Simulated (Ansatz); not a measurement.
Rows from a G0W0 calculation on MgI2 (layers cut from the bulk crystal) (Ansatz 0.2.0; G0W0 on PBE, plane waves, PAW; PAW set soft_1; 6×6×1 mesh, 315 empty bands, screening to 36 eV, PAW set soft_1 files), in eV. Spin-orbit coupling is left out.

```csv
row,k,band,start,Σx,Σc at the solution,Vxc
A,"(0.000, -0.500, 0.000)",v1,-6.769,-17.439,2.025,-14.573
B,"(0.000, -0.500, 0.000)",c1,-2.734,-6.452,-2.970,-10.422
C,Γ,c1,-2.379,-6.873,-3.026,-10.865
D,Γ,c2,-1.891,-6.922,-3.017,-10.983
E,"(0.000, -0.500, 0.000)",c2,-2.670,-6.390,-2.973,-10.358
F,Γ,v1,-6.331,-17.763,1.923,-15.075
```

**Question.** Work out each quasiparticle level and how far it moved.

The quasiparticle equation reads E = start + Σx + Σc(E) − Vxc.

```csv
row,E (eV),shift (eV)
A,-7.610,−0.841
B,-1.734,+1.000
C,-1.413,+0.966
D,-0.847,+1.043
E,-1.675,+0.995
F,-7.095,−0.764
```

Limits: not at the basis limit; coarse mesh for a sheet; no spin-orbit coupling.

[Paths, hosts, dates, memory and timing lines, banners, echoed tables and standing remarks are left out of the program output.]

[Logs are printed without paths, hosts, clocks, repeated set-up lines and the standing remarks that a program may print on its own settings, such as how far it seeks lower states.]

[Runs of the session that timed out or met a known fault of the program may be left out.]

[Cells called generated may have been cut or substituted from an entry of the Crystallography Open Database or the Materials Project.]

[Hosts, paths, dates, database ids (printed as entryN), source tags and the programs' standing remarks are cut or masked in the printed files.]
